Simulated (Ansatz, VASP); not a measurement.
**One calculation of Y, two programs**

```xyz
1
Lattice="2.4453 0.0000 0.0000 0.0000 2.4453 0.0000 0.0000 0.0000 2.4453" Properties=species:S:1:pos:R:3 pbc="T T T"
Y     0.0000    0.0000    0.0000
```

Change from the starting cell: volume scaled by 0.45, crystal datasets.

Alike in both runs: task single point; functional PBEsol; k mesh 12 × 12 × 12; occupations fermi-dirac, width 0.08 eV; no spin polarisation.

|  | VASP | Ansatz |
| --- | --- | --- |
| version | VASP 6.6.1 | Ansatz 0.2.0 |
| potentials or method | VASP PAW PBE potentials, release 64 (Y_sv), cutoff 520 eV | all-electron PAW with datasets made for the crystal, scalar-relativistic |

VASP gave:

- pressure (GPa): 103.8

Q: Estimate Ansatz's values.

A: Pressure (GPa): 103.6.

Ansatz ran all-electron here, so the differences hold the error of VASP's frozen core and of both bases.

Caveats: the cell as given lies far from equilibrium; so large a pressure means that the cell lies far from this level's equilibrium, or that cutoff or potentials fall short (VASP); the potentials were made for another functional, which shifts forces and pressure (VASP).
